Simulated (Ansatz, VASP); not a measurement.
**HfSi15 (a cell with a defect) in VASP and in Ansatz**

```
Hf Si
1.0
     0.00000    5.47009   -5.47009
     5.47009    5.47009    0.00000
     5.47009    0.00000   -5.47009
Hf Si
1 15
Cartesian
  4.1026 4.1026 -4.1026
  6.8376 6.8376 -4.0829
  4.0829 6.8376 -6.8376
  6.8376 9.5923 -6.8376
  6.8376 4.0829 -6.8376
  9.5923 6.8376 -6.8376
  6.8376 6.8376 -9.5923
  9.5727 9.5727 -9.5727
  2.6396 5.5655 -2.6396
  -0.0049 2.7399 -2.7399
  2.7399 8.2100 -5.4652
  -0.0049 5.4652 -5.4652
  5.5655 5.5655 -5.5655
  2.6396 2.6396 -5.5655
  5.5655 8.1097 -8.1097
  2.7399 5.4652 -8.2100
```

Alike in both runs: functional PBE; k mesh 4 × 4 × 4; occupations gaussian, width 0.01 eV; no spin polarisation.

Ansatz relaxed the structure, and its values are those at the end. VASP's run is a single point on that final structure, the one shown.

|  | VASP | Ansatz |
| --- | --- | --- |
| version | VASP 6.6.1 | Ansatz 0.2.0 |
| potentials or method | VASP PAW PBE potentials, release 64 (Hf_pv, Si) | scalar-relativistic, plane waves, PAW |
| plane-wave cutoff (eV) | 520 | 420 |
| valence electrons in the cell | 70 | 86 |

```csv
,VASP,Ansatz,Ansatz less VASP
gap on the k mesh at the Fermi level (eV),0.03,0.03,+0.002
least direct gap on the mesh (eV),0.51,0.51,-0.002
rms of the force components (eV/Å),0.010,0.007,-0.0029
```

The two sets of potentials don't hold the same shells in valence.

Caveats: spin-orbit coupling is left out, which moves the levels of the heavy elements.
